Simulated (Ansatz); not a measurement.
As in Ansatz: the effect of functional

As:

```
As
1.0
     4.56640    0.00000    0.00000
    -2.28320    3.95462    0.00000
     0.00000    0.00000    2.83374
As
2
Direct
  0.33333 0.66667 0.00000
  0.66667 0.33333 0.00000
```

The cell was built by a generator and needn't be a form met in nature.

Alike in all runs:

```yaml
Program: Ansatz 0.2.0
Task: projected density of states
Potentials_or_basis: Ansatz PAW
k_mesh: 4 × 4 × 5
Occupations: fermi-dirac, width 0.05 eV
Spin: no spin polarisation
```

Question: One run gave: pressure -4.5 GPa. Which functional did it use?
A. HSE06
B. PBE0
C. LDA
D. r2SCAN
E. r2SCAN0

Answer: C.

```csv
functional,cutoff,pressure (GPa)
LDA,420 eV (not typed: the program's choice for these potentials),-4.5
PBEsol,420 eV (not typed: the program's choice for these potentials),-3.2
RPBE,420 eV (not typed: the program's choice for these potentials),0.8
revPBE,420 eV (not typed: the program's choice for these potentials),0.4
BLYP,420 eV (not typed: the program's choice for these potentials),3.4
r2SCAN,500 eV (not typed: the program's choice for these potentials),-2.3
HSE06,420 eV (not typed: the program's choice for these potentials),-2.8
PBE0,420 eV (not typed: the program's choice for these potentials),-3.0
r2SCAN0,500 eV (not typed: the program's choice for these potentials),-3.8
```

Caveats: all runs use coarse meshes; the PAW data sets come from PBE, with cores solved anew for the run's functional, which leaves a small shift of forces and pressure; the thresholds are loose for stress (some runs).

Runs at the PBE level aren't shown here.
